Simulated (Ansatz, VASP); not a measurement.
# Al in VASP and in Ansatz

Contents of INCAR:

```
  ALGO = Normal
  EDIFF = 1E-6
  ENCUT = 520
  ISIF = 2
  ISMEAR = 0
  LASPH = T
  LCHARG = T
  LELF = T
  LREAL = F
  LVHAR = T
  LWAVE = F
  NBANDS = 10
  NELM = 60
  PREC = Accurate
  SIGMA = 0.05
```

File KPOINTS:

```
k-points
0
Gamma
  12 12 6
```

File POSCAR:

```
Al
1.0
    2.7550418494      0.0000000000      0.0000000000
   -1.3775214145      2.3859367424      0.0000000000
    0.0000000000      0.0000000000      4.7674986532
Al
2
Direct
    0.6666666667      0.3333333333      0.7500000000
    0.3333333333      0.6666666667      0.2500000000
```

Input for Ansatz:

```yaml
crystal:
  lattice:
    - [2.7550418493876245, 0.0, 0.0]
    - [-1.3775214144868666, 2.385936742381927, 0.0]
    - [0.0, 0.0, 4.767498653202331]
  atoms:
    - { symbol: Al, position: [0.6666666666666666, 0.3333333333333333, 0.75] }
    - { symbol: Al, position: [0.3333333333333333, 0.6666666666666666, 0.25] }
basis:
  ecutwfc: 462.593566181796
kpoints:
  mp_grid:
    grid: [12, 12, 6]
hamiltonian:
  xc: lda
scf:
  occupations:
    method: gaussian
    width: 0.05
output:
  stress: true
```

This isn't the form of Al at room conditions, which is fcc.

Alike in both runs: task single point; functional LDA; k mesh 12 × 12 × 6; occupations gaussian, width 0.05 eV; no spin polarisation.

```csv
,VASP,Ansatz
version,VASP 6.6.1,Ansatz 0.2.0
potentials or method,"VASP PAW LDA potentials, release 64 (Al)","plane waves, PAW"
plane-wave cutoff (eV),520,463
valence electrons in the cell,6,6
```

VASP gave:

| Item | Value |
| --- | --- |
| pressure (GPa) | 1.6 |
| largest component of the traceless stress (GPa) | 3.07 |

Task: Which values does Ansatz return?

Result: Pressure (GPa): 1.5; largest component of the traceless stress (GPa): 3.05.
